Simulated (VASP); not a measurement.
# Al2O3 (Corundum) (R-3c) in VASP: further runs

Runs on Al2O3 (Corundum). Level: LDA. Tasks: single point.

All numbers are computed with VASP 6.6.1; they aren't measurements. Logs are shortened: lines on timing, memory, paths and dates and some standing lists are left out, and cuts for length are marked.

## (1) Starting point

It takes space group R-3c (No. 167, trigonal). Conventional cell: a = 4.760 Å, b = 4.760 Å, c = 12.996 Å, α = 90.00°, β = 90.00°, γ = 120.00°. Around Al (site symmetry 3) lie 6 O at 1.85 to 1.97 Å. Around O (site symmetry 2) lie 4 Al at 1.85 to 1.97 Å.

## (2) Single point, LDA

Input file INCAR:

```
SYSTEM = Al2O3
  PREC = Accurate
  ENCUT = 460
  EDIFF = 1E-7
  ISMEAR = 0
  SIGMA = 0.1
  LREAL = .False.
  LASPH = .True.
  NELM = 100
  ALGO = Normal
  ISIF = 2
  LWAVE = .False.
  LCHARG = .False.
  GGA = CA
  NBANDS = 35
  ADDGRID = .False.
```

Input file KPOINTS:

```
Automatic mesh
0
Gamma
  4 4 4
  0 0 0
```

Input file POSCAR:

```
Al2O3
1.0
    2.3802500000      1.3742379782      4.3318666667
   -2.3802500000      1.3742379782      4.3318666667
    0.0000000000     -2.7484759565      4.3318666667
Al O
4 6
Direct
    0.8521600000      0.8521600000      0.8521600000
    0.6478400000      0.6478400000      0.6478400000
    0.1478400000      0.1478400000      0.1478400000
    0.3521600000      0.3521600000      0.3521600000
    0.0566800000      0.7500000000      0.4433200000
    0.7500000000      0.4433200000      0.0566800000
    0.4433200000      0.0566800000      0.7500000000
    0.9433200000      0.2500000000      0.5566800000
    0.2500000000      0.5566800000      0.9433200000
    0.5566800000      0.9433200000      0.2500000000
```

Potentials or basis: VASP PAW LDA potentials, release 64 (Al, O).

Started as:

```sh
> cat potpaw_LDA.64/Al/POTCAR potpaw_LDA.64/O/POTCAR > POTCAR
> mpirun -np 1 vasp_std > vasp.out
```

OUTCAR:

```text
SYSTEM = Al2O3
   PREC = Accurate
   ENCUT = 460
   EDIFF = 1E-7
   ISMEAR = 0
   LREAL = .False.
   LASPH = .True.
   NELM = 100
   ISIF = 2
   GGA = CA

 Found     13 irreducible k-points:

 Following reciprocal coordinates:
            Coordinates               Weight
  0.000000  0.000000  0.000000      1.000000
  0.250000  0.000000 -0.000000      6.000000
  0.500000  0.000000 -0.000000      3.000000
  0.250000  0.250000 -0.000000      6.000000
  0.500000  0.250000  0.000000     12.000000
 -0.250000  0.250000  0.000000      6.000000
   k-points           NKPTS =     13   k-points in BZ     NKDIM =     13   number of bands    NBANDS=     35
   number of dos      NEDOS =    301   number of ions     NIONS =     10
   total plane-waves  NPLWV =  46656
   dimension x,y,z NGX =    36 NGY =   36 NGZ =   36
   dimension x,y,z NGXF=    72 NGYF=   72 NGZF=   72
   ions per type =               4   6
   NGX,Y,Z   is equivalent  to a cutoff of  11.67, 11.67, 11.67 a.u.
   NGXF,Y,Z  is equivalent  to a cutoff of  23.33, 23.33, 23.33 a.u.
 SYSTEM =  Al2O3
   PREC   = accura    normal or accurate (medium, high low for compatibility)
   ISTART =      0    job   : 0-new  1-cont  2-samecut
   ICHARG =      2    charge: 1-file 2-atom 10-const
   ISPIN  =      1    spin polarized calculation?
   LNONCOLLINEAR =      F non collinear calculations
   LSORBIT =      F    spin-orbit coupling
   LASPH  =      T    aspherical Exc in radial PAW
   ENCUT  =  460.0 eV  33.81 Ry    5.81 a.u.   8.97  8.97  8.97*2*pi/ulx,y,z
   NELM   =    100;   NELMIN=  2; NELMDL= -5     # of ELM steps
   EDIFF  = 0.1E-06   stopping-criterion for ELM
   LREAL  =      F    real-space projection
   EDIFFG = 0.1E-05   stopping-criterion for IOM
   NSW    =      0    number of steps for IOM
   IBRION =     -1    ionic relax: 0-MD 1-quasi-New 2-CG
   NFREE  =      0    steps in history (QN), initial steepest desc. (CG)
   ISIF   =      2    stress and relaxation
   ISYM   =      2    0-nonsym 1-usesym 2-fastsym
   POTIM  = 0.5000    time-step for ionic-motion
   TEBEG  =    0.0;   TEEND  =   0.0 temperature during run
   PSTRESS=    0.0 pullay stress
   NELECT =      48.0000    total number of electrons
   NUPDOWN=      -1.0000    fix difference up-down
   EMIN   =  10.00;   EMAX   =-10.00  energy-range for DOS
   EFERMI =   0.00;   METHOD = LEGACY
   ISMEAR =     0;   SIGMA  =   0.10  broadening in eV -4-tet -1-fermi 0-gaus
   EFERMI_NEDOS =   21; number of points for ismear=-14 and -15
   IALGO  =     38    algorithm
   IMIX   =      4    mixing-type and parameters
     AMIX     =   0.40;   BMIX     =  1.00
     AMIX_MAG =   1.60;   BMIX_MAG =  1.00
  volume/ion in A,a.u.               =       8.50        57.37
  Fermi-wavevector in a.u.,A,eV,Ry     =   1.353064  2.556920 24.909299  1.830782
  Thomas-Fermi vector in A             =   2.480350
   LORBIT       =      0    0 simple, 1 ext, 2 COOP (PROOUT), +10 PAW based schemes
   GGA     = CA    functional components
   LHFCALC =     F    Hartree Fock is set to
   AEXX    =    0.0000 exact exchange contribution
   IVDW    =     0    specifies the selected vdW correction
   LEPSILON=     F    determine dielectric tensor
   LRPA    =     F    only Hartree local field effects (RPA)
 non-spin polarized calculation
 Gauss-broadening in eV      SIGMA  =   0.10
  energy-cutoff  :      460.00
  volume of cell :       85.02
 maximum number of plane-waves:      1928
   NGX = 17   NGY = 17   NGZ = 17

 number of electron      48.0000015 magnetization

 Free energy of the ion-electron system (eV)
  ---------------------------------------------------
  ext. energy  EPLUGINS =         0.00000000
  ---------------------------------------------------
  free energy    TOTEN  =       -83.11075344 eV

  energy without entropy =      -83.11075344  energy(sigma->0) =      -83.11075344

 E-fermi :   6.3240     XC(G=0): -12.1649

 val. band max:        5.8282094948   @ k =   0.0000   0.0000   0.0000
 cond. band min:      11.9960832311   @ k =   0.0000   0.0000   0.0000
 fundamental gap:      6.1678737363
 Fermi energy:         6.3239846325

 k-point     1 :       0.0000    0.0000    0.0000
  band No.  band energies     occupation
      1     -13.1912      2.00000
      2     -10.7601      2.00000
      3     -10.4669      2.00000
      4     -10.4669      2.00000
      5     -10.1409      2.00000
      6     -10.1409      2.00000
[... 27 lines left out ...]
     34      19.1792      0.00000
     35      20.1996      0.00000

 k-point     2 :       0.2500    0.0000   -0.0000
  band No.  band energies     occupation
      1     -12.8640      2.00000
      2     -11.0331      2.00000
      3     -10.5532      2.00000
      4     -10.5192      2.00000
      5     -10.2852      2.00000
      6     -10.1748      2.00000
[... 27 lines left out ...]
     34      18.7797      0.00000
     35      19.5110      0.00000

 k-point     3 :       0.5000    0.0000   -0.0000
  band No.  band energies     occupation
      1     -12.0015      2.00000
      2     -12.0015      2.00000
      3     -10.4879      2.00000
      4     -10.4879      2.00000
      5     -10.3547      2.00000
      6     -10.3547      2.00000
[... 27 lines left out ...]
     34      18.3837      0.00000
     35      18.7602      0.00000

 k-point     4 :       0.2500    0.2500   -0.0000
  band No.  band energies     occupation
      1     -12.7786      2.00000
      2     -10.9217      2.00000
      3     -10.6981      2.00000
      4     -10.5337      2.00000
      5     -10.4804      2.00000
      6     -10.1128      2.00000
[... 27 lines left out ...]
     34      19.0518      0.00000
     35      19.3526      0.00000

 k-point     5 :       0.5000    0.2500    0.0000
  band No.  band energies     occupation
      1     -12.1366      2.00000
      2     -11.4842      2.00000
      3     -10.8676      2.00000
      4     -10.6766      2.00000
      5     -10.5253      2.00000
      6     -10.1135      2.00000
[... 27 lines left out ...]
     34      18.9443      0.00000
     35      19.2079      0.00000

 k-point     6 :      -0.2500    0.2500    0.0000
  band No.  band energies     occupation
      1     -12.3522      2.00000
      2     -11.3550      2.00000
      3     -10.8944      2.00000
      4     -10.4482      2.00000
      5     -10.3681      2.00000
      6     -10.2948      2.00000
[... 27 lines left out ...]
     34      18.7048      0.00000
     35      19.3062      0.00000

 [... further k-points ...]
[... 5 lines left out ...]
  --------------------------------------------------------------------------------------
  -------------------------------------------------------------------------------------
  Total       -2.7645812     -2.7645812     -2.9773704      0.0000000      0.0000000     -0.0000000
  in kB      -52.0989627    -52.0989627    -56.1090094      0.0000000      0.0000000     -0.0000000
  external PRESSURE =     -53.4356449 kB  Pullay stress =       0.0000000 kB

 VOLUME and BASIS-vectors are now :
 -----------------------------------------------------------------------------
  energy-cutoff  :      460.00
  volume of cell :       85.02
      direct lattice vectors                 reciprocal lattice vectors
     2.380250000  1.374237978  4.331866667     0.210061968  0.121279334  0.076949121
    -2.380250000  1.374237978  4.331866667    -0.210061968  0.121279334  0.076949121
     0.000000000 -2.748475957  4.331866667     0.000000000 -0.242558668  0.076949121

 POSITION                                       TOTAL-FORCE (eV/Angst)
 -----------------------------------------------------------------------------------
      0.00000     -0.00000     11.07433        -0.000000      0.000000     -0.057048
      0.00000     -0.00000      8.41907        -0.000000     -0.000000      0.057048
      0.00000     -0.00000      1.92127        -0.000000     -0.000000      0.057048
      0.00000     -0.00000      4.57653        -0.000000      0.000000     -0.057048
     -1.65027     -0.10988      5.41483        -0.060949     -0.105567     -0.000000
      0.72998      1.48412      5.41483        -0.060949      0.105567     -0.000000
      0.92030     -1.37424      5.41483         0.121898      0.000000     -0.000000
      1.65027      0.10988      7.58077         0.060949      0.105567     -0.000000
     -0.72998     -1.48412      7.58077         0.060949     -0.105567     -0.000000
     -0.92030      1.37424      7.58077        -0.121898      0.000000      0.000000
 -----------------------------------------------------------------------------------
    total drift:                               -0.000000      0.000000     -0.000000

  FREE ENERGIE OF THE ION-ELECTRON SYSTEM (eV)
  ---------------------------------------------------
  free  energy   TOTEN  =       -83.1107534420 eV

  energy  without entropy=      -83.1107534420  energy(sigma->0) =      -83.11075344
```

It took 14 s on 1 thread of Intel Xeon 6975P-C (Granite Rapids), shared host; peak memory 0.17 GiB.

The run converged, but some of its settings lie outside the range that counts as converged, so its numbers aren't taken as properties of the crystal.

Results:

- Free energy: -83.1108 eV
- Pressure: -5.3 GPa
- Largest force: 0.122 eV/Å
- Band gap on the k mesh: 6.17 eV, direct

Caveat: the cutoff is under 1.25 times the usual one of these potentials, so pressure, stress and relaxed cells hold a basis-set (Pulay) error.

## (3) Single point, LDA

Changes to INCAR since step 2:

```diff
@@ -1,3 +1,3 @@
 SYSTEM = Al2O3
-  PREC = Accurate
+  PREC = Low
   ENCUT = 460
@@ -5,3 +5,3 @@
   ISMEAR = 0
-  SIGMA = 0.1
+  SIGMA = 0.05
   LREAL = .False.
```

KPOINTS is that of step 2.

POSCAR is that of step 2.

Potentials or basis: VASP PAW LDA potentials, release 64 (Al, O).

Started as:

```sh
> cat potpaw_LDA.64/Al/POTCAR potpaw_LDA.64/O/POTCAR > POTCAR
> mpirun -np 1 vasp_std > vasp.out
```

It took 10 s on 1 thread of Intel Xeon 6975P-C (Granite Rapids), shared host; peak memory 0.13 GiB.

The run converged, but some of its settings lie outside the range that counts as converged, so its numbers aren't taken as properties of the crystal.

What came out:

```yaml
Free_energy: -83.1202 eV
Pressure: -5.3 GPa
Largest_force: 0.123 eV/Å
Band_gap_on_the_k_mesh: 6.17 eV, direct
```

Caveat: the cutoff is under 1.25 times the usual one of these potentials, so pressure, stress and relaxed cells hold a basis-set (Pulay) error.

## (4) Single point, LDA

Changes to INCAR since step 3:

```diff
@@ -1,3 +1,3 @@
 SYSTEM = Al2O3
-  PREC = Low
+  PREC = Accurate
   ENCUT = 460
@@ -6,3 +6,3 @@
   SIGMA = 0.05
-  LREAL = .False.
+  LREAL = Auto
   LASPH = .True.
```

KPOINTS is that of step 3.

POSCAR is that of step 3.

Started as:

```sh
> cat potpaw_LDA.64/Al/POTCAR potpaw_LDA.64/O/POTCAR > POTCAR
> mpirun -np 1 vasp_std > vasp.out
```

Wall time 25 s (1 thread of Intel Xeon 6975P-C (Granite Rapids), shared host); peak memory 0.17 GiB.

These settings aren't checked as converged: the numbers below hold their error.

Results:

| Property | Result |
| --- | --- |
| Free energy | -83.1127 eV |
| Pressure | -5.3 GPa |
| Largest force | 0.123 eV/Å |
| Band gap on the k mesh | 6.17 eV, direct |

Caveat: the cutoff is under 1.25 times the usual one of these potentials, so pressure, stress and relaxed cells hold a basis-set (Pulay) error.

## (5) Single point, LDA

Changes to INCAR since step 4:

```diff
@@ -3,6 +3,6 @@
   ENCUT = 460
-  EDIFF = 1E-7
+  EDIFF = 0.001
   ISMEAR = 0
   SIGMA = 0.05
-  LREAL = Auto
+  LREAL = .False.
   LASPH = .True.
```

KPOINTS is that of step 4.

POSCAR is that of step 4.

Started as:

```sh
> cat potpaw_LDA.64/Al/POTCAR potpaw_LDA.64/O/POTCAR > POTCAR
> mpirun -np 1 vasp_std > vasp.out
```

Run time: 12 s. Hardware: 1 thread of Intel Xeon 6975P-C (Granite Rapids), shared host; peak memory 0.17 GiB.

These settings aren't checked as converged: the numbers below hold their error.

Results:

```
Free energy            : -83.1108 eV
Pressure               : -5.7 GPa
Largest force          : 0.121 eV/Å
Band gap on the k mesh : 6.17 eV, direct
```

Caveat: the cutoff is under 1.25 times the usual one of these potentials, so pressure, stress and relaxed cells hold a basis-set (Pulay) error.

## (6) Single point, LDA

Changes to INCAR since step 5:

```diff
@@ -3,3 +3,3 @@
   ENCUT = 460
-  EDIFF = 0.001
+  EDIFF = 1E-5
   ISMEAR = 0
```

KPOINTS is that of step 5.

POSCAR is that of step 5.

Potentials or basis: VASP PAW LDA potentials, release 64 (Al, O).

Started as:

```sh
> cat potpaw_LDA.64/Al/POTCAR potpaw_LDA.64/O/POTCAR > POTCAR
> mpirun -np 1 vasp_std > vasp.out
```

It took 13 s on 1 thread of Intel Xeon 6975P-C (Granite Rapids), shared host; peak memory 0.17 GiB.

These settings aren't checked as converged: the numbers below hold their error.

What came out:

| Item | Value |
| --- | --- |
| Free energy | -83.1108 eV |
| Pressure | -5.4 GPa |
| Largest force | 0.122 eV/Å |
| Band gap on the k mesh | 6.17 eV, direct |

Caveat: the cutoff is under 1.25 times the usual one of these potentials, so pressure, stress and relaxed cells hold a basis-set (Pulay) error.
